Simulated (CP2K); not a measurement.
Runs of CP2K 2026.2 on CuI (Marshite). It takes space group F-43m (No. 216, cubic). Conventional cell: a = 6.063 Å, b = 6.063 Å, c = 6.063 Å, α = 90.00°, β = 90.00°, γ = 90.00°. I (site symmetry -43m) has 4 Cu at 2.63 Å as nearest neighbours. Around Cu (site symmetry -43m) lie 4 I at 2.63 Å. 

```tsv
level	potentials or basis	spin	k points reduced by the point group	soc after scf	gap on the mesh (eV)	pressure (GPa)
HLE16	GTH_POTENTIALS I GTH-PBE-q7, Cu GTH-PBE-q11; DZVP-MOLOPT-SR-GTH basis	off	yes	-	(a)	-0.2
PBE	GTH_SOC_POTENTIALS I GTH-PBE-q7, Cu GTH-PBE-q11; DZVP-MOLOPT-SR-GTH basis	SOC, no magnetisation	-	yes	-	1.8
HLE16	GTH_SOC_POTENTIALS I GTH-PBE-q7, Cu GTH-PBE-q11; DZVP-MOLOPT-SR-GTH basis	SOC, no magnetisation	-	yes	-	-0.2
PBE	GTH_POTENTIALS I GTH-PBE-q7, Cu GTH-PBE-q11; DZVP-MOLOPT-SR-GTH basis	off	yes	-	1.17	1.8
```

Alike in all rows: task band structure; cell as given; k mesh 8 × 8 × 8; smearing fermi-dirac 0.05 eV.

Question: Estimate the missing entries.

Answer: (a) 2.96.

Caveats: the basis of atomic orbitals isn't converged, which shifts pressures, moduli and gaps; the potentials were made for a functional far from this one (some runs); the potentials were made for another functional, which shifts forces and pressure (some runs); spin-orbit coupling is left out, which moves the levels of the heavy elements (some runs).

A k mesh can miss the band edges, and rows without SOC leave out spin-orbit coupling on I.
